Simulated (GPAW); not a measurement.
GaP in GPAW: convergence with convergence criteria

Input of the first run (convergence criteria density=0.001 energy=0.01 eigenstates=0.0001); the others differ in this setting and in those tied to it:

File run.py:

```python
from ase.dft.bandgap import bandgap
from ase.io import read, write
from ase.units import GPa
from gpaw import GPAW, PW

atoms = read('GaP.xyz')

calc = GPAW(mode=PW(600),
            xc='RPBE',
            kpts={'size': (8, 8, 9), 'gamma': True},
            occupations={'name': 'fermi-dirac', 'width': 0.05},
            nbands=11,
            convergence={'density': 0.001, 'energy': 0.01, 'eigenstates': 0.0001},
            maxiter=100,
            txt='gpaw.txt')
atoms.calc = calc
energy = atoms.get_potential_energy()
forces = atoms.get_forces()
stress = atoms.get_stress()
calc.write('gs.gpw')
write('result.traj', atoms)
print(f'Energy: {energy:.6f} eV')
print('Forces (eV/A):')
print(forces.round(4))
print('Stress (GPa):', (stress / GPa).round(3))
print('Fermi level:', round(calc.get_fermi_level(), 4), 'eV')
print(f'Gap: {bandgap(calc)[0]:.4f} eV, direct: {bandgap(calc, direct=True)[0]:.4f} eV')
```

File GaP.xyz:

```xyz
2
Lattice="3.4566600000 0.0000000000 0.0000000000 0.0000000000 3.4566600000 0.0000000000 0.0000000000 0.0000000000 2.8025600000" Properties=species:S:1:pos:R:3 pbc="T T T"
Ga     0.0000000000      0.0000000000      0.0000000000
P      1.7283300000      1.7283300000      1.4012800000
```

Potentials or basis: the program's PAW data sets (release 1.2.1) made for this functional, pw.

Command:

```bash
$ OMP_NUM_THREADS=1 python run.py
```

The cell was built by a generator and needn't be a form met in nature.

Hardware: 1 thread of Arm Neoverse V1, with other jobs on the host.

```
                        convergence criteria  energy less the tightest run, at zero smearing (meV/atom)  SCF cycles  CPU time (s)  peak memory (GiB)
density=0.001 energy=0.01 eigenstates=0.0001                                                       0.00           7            11               0.16
                                     default                                                       0.00           8            13               0.16
                  density=1e-05 energy=1e-05                                                       0.00           9            13               0.16
                 density=1e-05 forces=0.0001                                                       0.00          10            14               0.16
density=1e-06 energy=1e-06 eigenstates=1e-10                                                       0.00          11            16               0.16
```

Against the tightest run, the energy stays within 1 meV/atom from density=0.001 energy=0.01 eigenstates=0.0001 on. The tightest run that finished is the yardstick and may itself not be fully converged.
